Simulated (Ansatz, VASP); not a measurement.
ZrB: VASP beside Ansatz

```xyz
2
Lattice="0.0000 2.2732 2.7270 2.2732 0.0000 2.7270 2.2732 2.2732 0.0000" Properties=species:S:1:pos:R:3 pbc="T T T"
Zr    0.0000    0.0000    0.0000
B     2.2732    2.2732    2.7270
```

Alike in both runs: task single point; functional LDA; k mesh 18 × 18 × 18; occupations gaussian, width 0.15 eV; no spin polarisation.

```csv
,VASP,Ansatz
version,VASP 6.6.1,Ansatz 0.2.0
potentials or method,"VASP PAW LDA potentials, release 64 (Zr_sv, B)","scalar-relativistic, plane waves, PAW"
plane-wave cutoff (eV),520,520
valence electrons in the cell,15,15
```

```csv
,VASP,Ansatz,Ansatz less VASP
gap on the k mesh at the Fermi level (eV),none,none,-
pressure (GPa),8.9,8.6,-0.30
largest component of the traceless stress (GPa),34.97,34.81,-0.160
```

A gap of «none» marks a metal or a gap that the smearing closes.
